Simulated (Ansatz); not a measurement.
Set up this calculation in Ansatz 0.2.0, as the native input.

```yaml
Task: single point
Functional: HSE06
Potentials_or_basis: Ansatz PAW
Cutoff: "420 eV (not typed: the program's choice for these potentials)"
k_mesh: 5 × 3 × 4
Occupations: fermi-dirac, width 0.05 eV
Spin: spin-orbit coupling, no magnetisation
```

HfC:

```
Hf C
1.0
     2.43943    0.00000    0.00000
     0.00000    4.69500    0.00000
     0.00000    0.00000    2.56227
Hf C
1 1
Direct
  0.00000 0.00000 0.00000
  0.00000 0.50000 0.75000
```

The cell was built by a generator and needn't be a form met in nature.

These files were run (other wordings do the same):

input

```
crystal:
  lattice:
    - [2.43942588, 0.0, 0.0]
    - [0.0, 4.69499661, 0.0]
    - [0.0, 0.0, 2.56227473]
  atoms:
    - { symbol: Hf, position: [0.0, 0.0, 0.0] }
    - { symbol: C, position: [0.0, 0.5, 0.75] }
hamiltonian:
  xc: hse06
  pseudopotentials: { kind: paw_fr }
magnetization:
  noncollinear: true
  spin_orbit: true
kpoints:
  mp_grid: { grid: [5, 3, 4] }
scf:
  occupations: { method: fermi_dirac, width: 0.05 }
output:
  forces: true
  stress: true
  eigenvalues: true
```

It gave:

- Pressure: 6.5 GPa
- Largest force: 0.065 eV/Å
- Band gap on the k mesh: none (metal or under the smearing width)

Caveat: the k mesh is coarse (spacing up to 0.61 Å⁻¹), so the values aren't converged, least of all with exact exchange; the PAW data sets come from PBE, with cores solved anew for the run's functional, which leaves a small shift of forces and pressure; the thresholds are loose for stress.

It took 110 s on 1 × NVIDIA H100 80GB HBM3 with 2 threads of AMD EPYC 7R13 Processor (Zen 3), with other jobs on the host, peak memory 1.9 GiB.
